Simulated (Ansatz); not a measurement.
## A series in volume per atom on PbO₂

Equation of state of a cubic crystal from periodic Kohn-Sham density functional theory without spin; pressure corrected for the finite basis. The results are calculated, by Ansatz 0.2.0 development build.

Cell of the first row (space group Fm-3m, No. 225):
```
cell vectors (Å)
   0.0000     2.6313     2.6313
   2.6313     0.0000     2.6313
   2.6313     2.6313     0.0000
atoms (fractions of the cell vectors)
Pb  0.00000  0.00000  0.00000
O   0.25000  0.25000  0.25000
O   0.75000  0.75000  0.75000
```

Settings of every row: formula PbO2; structure type fluorite; functional r2SCAN; spin treatment none; k mesh 11x11x11; occupation method fermi-dirac; occupation width 0.1 eV; wave cutoff 1050 eV; datasets hand-made PAW; density cutoff ratio 5; xc grid level 2.

Limits: a cubic model structure, not a phase known at ambient conditions; no spin-orbit coupling with 6p elements; the SCF threshold is loose for a stress in some rows.

```csv
row,volume per atom (Å³),pressure (GPa),energy above lowest point (meV/atom)
1,12.146,5.71,6.88
2,12.542,0.031,0
3,12.938,-4.647,5.9
4,13.334,-8.479,22.28
5,13.73,?,?
```

Question: what pressure and energy above lowest point should row 5 give?

Worked fit of pressure. Take u = (V_r/V)^(2/3) − 1 with V_r = 12.74 Å³ an atom, which is twice the finite (Eulerian) strain; such expansions in the strain, on which the Birch-Murnaghan equation of state is built, carry the rest volume and the bulk modulus. The shown rows have u = 0.03234, 0.0105, -0.01023, -0.02992. Least squares give pressure = −2.4234 + 225.936 × u + 788.89 × u² GPa; a straight line predicts inner rows, each left out in turn, worse (root mean square 0.49 against 0.011 GPa). The rows lie off it by 0.002, -0.005, 0.005, -0.002 (root mean square 0.0038 GPa). The pressure vanishes at u = 0.0104, or V = 12.54 Å³ an atom, and there the bulk modulus at fixed shape and fractions is B = −V dP/dV = (2/3)(1 + u) dP/du = 163 GPa. The withheld row has u = -0.04867, so the fit gives −2.4234 + 225.936 × (-0.04867) + 788.89 × (-0.04867)² = -11.551 GPa.

The calculation gave -11.609 GPa. The fit lies 0.058 GPa (0.33 % of the column's range) above it; its largest miss of a shown row is 0.005 GPa. This row lies beyond the range of the fit.

Worked fit of energy above lowest point. Take u = (V_r/V)^(2/3) − 1 with V_r = 12.74 Å³ an atom, which is twice the finite (Eulerian) strain; such expansions in the strain, on which the Birch-Murnaghan equation of state is built, carry the rest volume and the bulk modulus. The shown rows have u = 0.03234, 0.0105, -0.01023, -0.02992. Least squares give energy above lowest point = 1.5 − 281.57 × u + 13829.8 × u² meV/atom; a straight line predicts inner rows, each left out in turn, worse (root mean square 8.5 against 0.16 meV/atom). The rows lie off it by 0.02, -0.07, 0.07, -0.03 (root mean square 0.053 meV/atom). The withheld row has u = -0.04867, so the fit gives 1.5 − 281.57 × (-0.04867) + 13829.8 × (-0.04867)² = 47.96 meV/atom.

The calculation gave 47.23 meV/atom. The fit lies 0.73 meV/atom (1.5 % of the value, 1.5 % of the column's range) above it; its largest miss of a shown row is 0.07 meV/atom. This row lies beyond the range of the fit.
